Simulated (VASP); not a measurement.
# GaP (F-43m) in VASP: notebook, part 2 of 2

VASP 6.6.1. The steps go on from the part before.

**3. Band structure, AM05**

POSCAR

```
GaP
1.0
    0.0000000000      2.7252500000      2.7252500000
    2.7252500000      0.0000000000      2.7252500000
    2.7252500000      2.7252500000      0.0000000000
Ga P
1 1
Direct
    0.0000000000      0.0000000000      0.0000000000
    0.7500000000      0.7500000000      0.7500000000
```

INCAR.step1

```
PREC = Accurate ; ENCUT = 520
EDIFF = 1E-7 ; ISMEAR = -1
SIGMA = 0.05 ; LREAL = False
LASPH = True ; NELM = 80
ALGO = Normal ; ISIF = 2
LWAVE = False ; LCHARG = True
GGA = AM ; NBANDS = 16
```

KPOINTS.step1

```
regular mesh
0
Gamma
  8 8 8
```

INCAR.step2

```
PREC = Accurate ; ENCUT = 520
EDIFF = 1E-7 ; ISMEAR = 0
SIGMA = 0.05 ; LREAL = False
LASPH = True ; NELM = 80
ALGO = Normal ; ISIF = 2
LWAVE = False ; LCHARG = False
GGA = AM ; NBANDS = 16
ICHARG = 11
```

KPOINTS.step2

```
path GXWKGLUWLK,UX
15
line-mode
reciprocal
 0.0000000000  0.0000000000  0.0000000000  G
 0.5000000000  0.0000000000  0.5000000000  X

 0.5000000000  0.0000000000  0.5000000000  X
 0.5000000000  0.2500000000  0.7500000000  W

 0.5000000000  0.2500000000  0.7500000000  W
 0.3750000000  0.3750000000  0.7500000000  K

 0.3750000000  0.3750000000  0.7500000000  K
 0.0000000000  0.0000000000  0.0000000000  G

 0.0000000000  0.0000000000  0.0000000000  G
 0.5000000000  0.5000000000  0.5000000000  L

 0.5000000000  0.5000000000  0.5000000000  L
 0.6250000000  0.2500000000  0.6250000000  U

 0.6250000000  0.2500000000  0.6250000000  U
 0.5000000000  0.2500000000  0.7500000000  W

 0.5000000000  0.2500000000  0.7500000000  W
 0.5000000000  0.5000000000  0.5000000000  L

 0.5000000000  0.5000000000  0.5000000000  L
 0.3750000000  0.3750000000  0.7500000000  K

 0.6250000000  0.2500000000  0.6250000000  U
 0.5000000000  0.0000000000  0.5000000000  X
```

Potentials or basis: VASP PAW PBE potentials, release 64 (Ga_d, P).

On the command line:

```console
> cat potpaw_PBE.64/Ga_d/POTCAR potpaw_PBE.64/P/POTCAR > POTCAR
> cp INCAR.step1 INCAR
> cp KPOINTS.step1 KPOINTS
> mpirun -np 1 vasp_std > vasp.out
> cp INCAR.step2 INCAR
> cp KPOINTS.step2 KPOINTS
> mpirun -np 1 vasp_std > vasp.out
```

Wall time 78 s (1 thread of Intel Xeon Platinum 8488C (Sapphire Rapids), shared host); peak memory 0.22 GiB.

It converged, with:

```
Band gap on the k mesh  : 1.60 eV, indirect (least direct gap 1.83 eV)
Band gap along the path : 1.55 eV, indirect (least direct gap 1.83 eV)
```

Levels at the corners of the path, in eV from the valence-band top:
| point | band 5 | band 6 | band 7 | band 8 | band 9 | band 10 | band 11 | band 12 | band 13 | band 14 |
| --- | --- | --- | --- | --- | --- | --- | --- | --- | --- | --- |
| Γ | -14.48 | -12.49 | 0.00 | 0.00 | 0.00 | 1.83 | 3.84 | 3.84 | 3.84 | 8.75 |
| X | -14.46 | -9.50 | -6.79 | -2.70 | -2.70 | 1.62 | 1.78 | 10.56 | 10.56 | 11.18 |
| X | -14.46 | -9.50 | -6.79 | -2.70 | -2.70 | 1.62 | 1.78 | 10.56 | 10.56 | 11.18 |
| W | -14.47 | -9.40 | -6.58 | -3.60 | -3.45 | 4.68 | 4.84 | 6.07 | 6.12 | 11.57 |
| W | -14.47 | -9.40 | -6.58 | -3.60 | -3.45 | 4.68 | 4.84 | 6.07 | 6.12 | 11.57 |
| K | -14.47 | -9.53 | -6.58 | -3.96 | -2.27 | 2.15 | 4.78 | 8.22 | 8.25 | 9.28 |
| K | -14.47 | -9.53 | -6.58 | -3.96 | -2.27 | 2.15 | 4.78 | 8.22 | 8.25 | 9.28 |
| Γ | -14.48 | -12.49 | 0.00 | 0.00 | 0.00 | 1.83 | 3.84 | 3.84 | 3.84 | 8.75 |
| Γ | -14.48 | -12.49 | 0.00 | 0.00 | 0.00 | 1.83 | 3.84 | 3.84 | 3.84 | 8.75 |
| L | -14.47 | -10.41 | -6.66 | -1.13 | -1.13 | 1.65 | 4.68 | 4.68 | 8.25 | 10.86 |
| L | -14.47 | -10.41 | -6.66 | -1.13 | -1.13 | 1.65 | 4.68 | 4.68 | 8.25 | 10.86 |
| U | -14.47 | -9.53 | -6.58 | -3.96 | -2.27 | 2.15 | 4.78 | 8.22 | 8.25 | 9.28 |
| U | -14.47 | -9.53 | -6.58 | -3.96 | -2.27 | 2.15 | 4.78 | 8.22 | 8.25 | 9.28 |
| W | -14.47 | -9.40 | -6.58 | -3.60 | -3.45 | 4.68 | 4.84 | 6.07 | 6.12 | 11.57 |
| W | -14.47 | -9.40 | -6.58 | -3.60 | -3.45 | 4.68 | 4.84 | 6.07 | 6.12 | 11.57 |
| L | -14.47 | -10.41 | -6.66 | -1.13 | -1.13 | 1.65 | 4.68 | 4.68 | 8.25 | 10.86 |
| L | -14.47 | -10.41 | -6.66 | -1.13 | -1.13 | 1.65 | 4.68 | 4.68 | 8.25 | 10.86 |
| K | -14.47 | -9.53 | -6.58 | -3.96 | -2.27 | 2.15 | 4.78 | 8.22 | 8.25 | 9.28 |
| U | -14.47 | -9.53 | -6.58 | -3.96 | -2.27 | 2.15 | 4.78 | 8.22 | 8.25 | 9.28 |
| X | -14.46 | -9.50 | -6.79 | -2.70 | -2.70 | 1.62 | 1.78 | 10.56 | 10.56 | 11.18 |

Caveat: the log is that of the step along the path at fixed density, whose energy, stress, charges and moments have no meaning; the PAW data sets were made with another functional, which shifts forces and pressure a little.

**4. Band structure, HSE06**

POSCAR is that of step 3.

INCAR.step1

```
SYSTEM = GaP
PREC = Accurate
ENCUT = 520
EDIFF = 1E-5
ISMEAR = 0
SIGMA = 0.02
LREAL = .False.
LASPH = .True.
NELM = 100
ALGO = Normal
ISIF = 2
LWAVE = .True.
LCHARG = .False.
GGA = PE
KPAR = 4
```

INCAR.step2

```
SYSTEM = GaP
PREC = Accurate
ENCUT = 520
EDIFF = 1E-6
ISMEAR = 0
SIGMA = 0.02
LREAL = .False.
LASPH = .True.
NELM = 100
ALGO = Normal
ISIF = 2
LWAVE = .False.
LCHARG = .False.
GGA = PE
LHFCALC = .True.
HFSCREEN = 0.2
PRECFOCK = Fast
ISTART = 1
KPAR = 4
```

KPOINTS

```
regular mesh
0
Gamma
  6 6 6
  0 0 0
```

KPOINTS_OPT

```
path GXWKGLUWLK,UX
8
line-mode
reciprocal
 0.0000000000  0.0000000000  0.0000000000  G
 0.5000000000  0.0000000000  0.5000000000  X

 0.5000000000  0.0000000000  0.5000000000  X
 0.5000000000  0.2500000000  0.7500000000  W

 0.5000000000  0.2500000000  0.7500000000  W
 0.3750000000  0.3750000000  0.7500000000  K

 0.3750000000  0.3750000000  0.7500000000  K
 0.0000000000  0.0000000000  0.0000000000  G

 0.0000000000  0.0000000000  0.0000000000  G
 0.5000000000  0.5000000000  0.5000000000  L

 0.5000000000  0.5000000000  0.5000000000  L
 0.6250000000  0.2500000000  0.6250000000  U

 0.6250000000  0.2500000000  0.6250000000  U
 0.5000000000  0.2500000000  0.7500000000  W

 0.5000000000  0.2500000000  0.7500000000  W
 0.5000000000  0.5000000000  0.5000000000  L

 0.5000000000  0.5000000000  0.5000000000  L
 0.3750000000  0.3750000000  0.7500000000  K

 0.6250000000  0.2500000000  0.6250000000  U
 0.5000000000  0.0000000000  0.5000000000  X
```

On the command line:

```console
> cat potpaw_PBE.64/Ga_d/POTCAR potpaw_PBE.64/P/POTCAR > POTCAR
> cp INCAR.step1 INCAR
> mpirun -np 4 vasp_std > vasp.out
> cp INCAR.step2 INCAR
> mpirun -np 4 vasp_std > vasp.out
```

Run time: 7.5 min. Hardware: 4 MPI ranks of Intel Xeon Platinum 8488C (Sapphire Rapids), shared host; peak memory 0.32 GiB.

Results (log left out):

| Quantity | Value |
| --- | --- |
| Free energy | -10.8104 eV |
| Pressure | 0.6 GPa |
| Band gap on the k mesh | 2.31 eV, indirect (least direct gap 2.81 eV) |
| Band gap along the path | 2.28 eV, indirect (least direct gap 2.81 eV) |

Levels at the corners of the path, in eV from the valence-band top:
```tsv
point	band 7	band 8	band 9	band 10	band 11	band 12
Γ	0.00	0.00	0.00	2.81	4.79	4.79
X	-7.34	-2.93	-2.93	2.31	2.58	12.09
X	-7.34	-2.93	-2.93	2.31	2.58	12.09
W	-7.08	-3.90	-3.70	5.53	6.00	7.07
W	-7.08	-3.90	-3.70	5.53	6.00	7.07
K	-7.09	-4.28	-2.45	2.93	5.76	9.46
K	-7.09	-4.28	-2.45	2.93	5.76	9.46
Γ	0.00	0.00	0.00	2.81	4.79	4.79
Γ	0.00	0.00	0.00	2.81	4.79	4.79
L	-7.24	-1.21	-1.21	2.53	5.64	5.64
L	-7.24	-1.21	-1.21	2.53	5.64	5.64
U	-7.09	-4.28	-2.45	2.93	5.76	9.46
U	-7.09	-4.28	-2.45	2.93	5.76	9.46
W	-7.08	-3.90	-3.70	5.53	6.00	7.07
W	-7.08	-3.90	-3.70	5.53	6.00	7.07
L	-7.24	-1.21	-1.21	2.53	5.64	5.64
L	-7.24	-1.21	-1.21	2.53	5.64	5.64
K	-7.09	-4.28	-2.45	2.93	5.76	9.46
U	-7.09	-4.28	-2.45	2.93	5.76	9.46
X	-7.34	-2.93	-2.93	2.31	2.58	12.09
```

Caveat: the PAW data sets were made with another functional, which shifts forces and pressure a little.

**5. Band structure, HSE03**

POSCAR is that of step 4.

INCAR.step1 is that of step 4.

Changes to INCAR.step2 since step 4:

```diff
@@ -15,3 +15,3 @@
 LHFCALC = .True.
-HFSCREEN = 0.2
+HFSCREEN = 0.3
 PRECFOCK = Fast
```

KPOINTS is that of step 4.

KPOINTS_OPT is that of step 4.

On the command line:

```console
> cat potpaw_PBE.64/Ga_d/POTCAR potpaw_PBE.64/P/POTCAR > POTCAR
> cp INCAR.step1 INCAR
> mpirun -np 4 vasp_std > vasp.out
> cp INCAR.step2 INCAR
> mpirun -np 4 vasp_std > vasp.out
```

It took 8.7 min on 4 MPI ranks of Intel Xeon Platinum 8488C (Sapphire Rapids), shared host; peak memory 0.31 GiB.

Results (log left out):

```
Free energy             : -10.4679 eV
Pressure                : 0.8 GPa
Band gap on the k mesh  : 2.13 eV, indirect (least direct gap 2.61 eV)
Band gap along the path : 2.10 eV, indirect (least direct gap 2.61 eV)
```

Levels at the corners of the path, in eV from the valence-band top:
```tsv
point	band 5	band 6	band 7	band 8	band 9	band 10	band 11	band 12	band 13
Γ	-16.86	-13.67	0.00	0.00	0.00	2.61	4.58	4.58	4.58
X	-16.84	-10.48	-7.24	-2.88	-2.88	2.13	2.39	11.81	11.98
X	-16.84	-10.48	-7.24	-2.88	-2.88	2.13	2.39	11.81	12.15
W	-16.85	-10.39	-6.99	-3.84	-3.64	5.32	5.76	6.85	6.93
W	-16.85	-10.39	-6.99	-3.84	-3.64	5.32	5.76	6.85	6.93
K	-16.84	-10.52	-7.00	-4.21	-2.42	2.74	5.54	9.21	9.23
K	-16.84	-10.52	-7.00	-4.21	-2.42	2.74	5.54	9.21	9.25
Γ	-16.86	-13.67	0.00	0.00	0.00	2.61	4.58	4.58	4.58
Γ	-16.86	-13.67	0.00	0.00	0.00	2.61	4.58	4.58	4.58
L	-16.85	-11.45	-7.13	-1.19	-1.19	2.33	5.42	5.42	9.05
L	-16.85	-11.45	-7.13	-1.19	-1.19	2.33	5.42	5.42	9.05
U	-16.84	-10.52	-7.00	-4.21	-2.42	2.74	5.54	9.21	9.24
U	-16.84	-10.52	-7.00	-4.21	-2.42	2.74	5.54	9.21	9.23
W	-16.85	-10.39	-6.99	-3.84	-3.64	5.32	5.76	6.85	6.93
W	-16.85	-10.39	-6.99	-3.84	-3.64	5.32	5.76	6.85	6.93
L	-16.85	-11.45	-7.13	-1.19	-1.19	2.33	5.42	5.42	9.05
L	-16.85	-11.45	-7.13	-1.19	-1.19	2.33	5.42	5.42	9.05
K	-16.84	-10.52	-7.00	-4.21	-2.42	2.74	5.54	9.21	9.24
U	-16.84	-10.52	-7.00	-4.21	-2.42	2.74	5.54	9.21	9.23
X	-16.84	-10.48	-7.24	-2.88	-2.88	2.13	2.39	11.81	11.89
```

Caveat: the PAW data sets were made with another functional, which shifts forces and pressure a little.

**6. The reference run**

An earlier run on the cell as given: functional PBE; potentials or basis VASP PAW PBE potentials, release 64 (Ga_d, P); cutoff 520 eV; k mesh 8 × 8 × 8; occupations fermi-dirac, width 0.05 eV; no spin polarisation.

- Pressure: 2.5 GPa
- Band gap on the k mesh: 1.64 eV, indirect (least direct gap 1.83 eV)

**7. The runs side by side**

| task | level | potentials or basis | k mesh | cutoff (eV) | smearing | ladder | GW scheme | GW iterations | cutoff of the response function | frequency points | mesh quality | gap on the mesh (eV) | pressure (GPa) |
| --- | --- | --- | --- | --- | --- | --- | --- | --- | --- | --- | --- | --- | --- |
| G0W0 quasiparticle levels | PBE | VASP PAW PBE potentials, release 64 (Ga_d_GW, P_GW) | 4 × 4 × 4 | 500 | gaussian 0.01 eV | gaps | G0W0 | 1 | 200 | 50 | coarse | - | - |
| band structure | AM05 | VASP PAW PBE potentials, release 64 (Ga_d, P) | 8 × 8 × 8 | 520 | fermi-dirac 0.05 eV | - | - | - | - | - | not flagged | 1.60 | - |
| band structure | HSE06 | VASP PAW PBE potentials, release 64 (Ga_d, P) | 6 × 6 × 6 | 520 | gaussian 0.02 eV | free | - | - | - | - | not flagged | 2.31 | 0.6 |
| band structure | HSE03 | VASP PAW PBE potentials, release 64 (Ga_d, P) | 6 × 6 × 6 | 520 | gaussian 0.02 eV | free | - | - | - | - | not flagged | 2.13 | 0.8 |
| single point | PBE | VASP PAW PBE potentials, release 64 (Ga_d, P) | 8 × 8 × 8 | 520 | fermi-dirac 0.05 eV | - | - | - | - | - | not flagged | 1.64 | 2.5 |

Alike in all rows: no spin polarisation; cell as given.

Caveats: some runs use coarse meshes; the PAW data sets were made with another functional, which shifts forces and pressure a little (some runs); the cutoff is under 1.25 times the usual one of these potentials, so pressure, stress and relaxed cells hold a basis-set (Pulay) error (some runs); bands, screening cutoff and mesh are small and nothing is extrapolated, so the quasiparticle values aren't converged (some runs).

Absolute energies hang on the potentials; compare differences alone.

**8. Against experiment**

Step 3. Measured gap of GaP: 2.34 eV (indirect; 10 K; quoted in “Stacking defects in GaP nanowires: Electronic structure and optical properties”, 2018, arxiv:1810.01194). This calculation gives 1.55 eV (-0.79 eV). Spin-orbit coupling on Ga is left out. The value is that of AM05, without temperature or zero-point motion. Semilocal functionals fall short of measured gaps as a rule.

Step 4. A measured gap of GaP is 2.34 eV (indirect; 10 K; quoted in “Stacking defects in GaP nanowires: Electronic structure and optical properties”, 2018, arxiv:1810.01194); the calculated 2.28 eV misses it by -0.06 eV. Spin-orbit coupling on Ga is left out. The value is that of HSE06, without temperature or zero-point motion.

Step 5. Against the measured gap of GaP, 2.34 eV (indirect; 10 K; quoted in “Stacking defects in GaP nanowires: Electronic structure and optical properties”, 2018, arxiv:1810.01194), the calculated 2.10 eV is off by -0.24 eV. Spin-orbit coupling on Ga is left out. The value is that of HSE03, without temperature or zero-point motion.
